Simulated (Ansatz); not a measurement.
## TaN under changes of volume

One of the cells (10.813 Å³/atom); the others are scaled copies at fixed shape and fractional positions:

```
Ta N
1.0
     0.00000    2.21132    2.21132
     2.21132    0.00000    2.21132
     2.21132    2.21132    0.00000
Ta N
1 1
Direct
  0.50000 0.50000 0.50000
  0.00000 0.00000 0.00000
```

The cell comes from a database or a generator and needn't be the stable form of this composition.

| Property | Result |
| --- | --- |
| Program | Ansatz 0.2.0 |
| Functional | LDA |
| Potentials or basis | all-electron LAPW, scalar-relativistic |
| Cutoff | 355 eV (chosen from the basis error) |
| Basis error allowed | 0.001 eV/atom |
| k mesh | 10 × 10 × 10 |
| Occupations | fermi-dirac, width 0.05 eV |
| Spin | no spin polarisation |

```tsv
volume (Å³/atom)	energy over the lowest point (meV/atom)	pressure (GPa)
10.164	0.00	4.0
10.381	0.03	-3.8
10.597	10.08	-10.9
10.813	?	?
11.030	56.09	-22.7
11.246	90.22	-27.7
11.462	130.70	-32.1
```

Task: What does the run at 10.813 Å³/atom give?

Result: Energy over the lowest point 29.09 meV/atom; pressure -17.1 GPa.

Worked out: A Birch-Murnaghan fit of order 3 (a polynomial in V^(-2/3)) to the other rows has its minimum at 10.27 Å³/atom with B0 = V·E''(V) = 372 GPa and B' = 4.3. It gives 29.02 meV/atom at 10.813 Å³/atom, against the run's 29.09, and -dE/dV = -17.1 GPa, against -17.1.

Energies are extrapolated to zero smearing.
